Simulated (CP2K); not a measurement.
**HgTe (Coloradoite) under changes of volume**

One of the cells (33.215 Å³/atom); the others are scaled copies at fixed shape and fractional positions:

```
Hg Te
1.0
     4.54599    0.00000    0.00000
     2.27299    3.93694    0.00000
     2.27299    1.31231    3.71178
Hg Te
1 1
Direct
  0.00000 0.00000 0.00000
  0.75000 0.75000 0.75000
```

- Program: CP2K 2026.2
- Functional: LDA
- Potentials or basis: GTH_POTENTIALS Hg GTH-PADE-q12, Te GTH-PADE-q6; TZVP-MOLOPT-PBE-GTH basis
- Density cutoff: 6123 eV
- k mesh: 7 × 7 × 7
- Occupations: fermi-dirac, width 0.01 eV
- Spin: no spin polarisation

```csv
volume (Å³/atom),energy over the lowest point (meV/atom),pressure (GPa)
31.223,34.02,4.6
31.887,18.01,3.2
32.551,?,?
33.215,1.57,0.9
33.880,0.00,-0.1
34.544,2.19,-0.9
35.208,7.72,-1.7
```

What does the run at 32.551 Å³/atom give?

Energy over the lowest point 7.40 meV/atom; pressure 2.0 GPa.

Worked out: A Birch-Murnaghan fit of order 3 (a polynomial in V^(-2/3)) to the other rows has its minimum at 33.81 Å³/atom with B0 = V·E''(V) = 47 GPa and B' = 5.1. It gives 7.40 meV/atom at 32.551 Å³/atom, against the run's 7.40, and -dE/dV = 2.0 GPa, against 2.0.

Energies are extrapolated to zero smearing.

Caveats: the basis of atomic orbitals isn't converged, which shifts pressures, moduli and gaps.
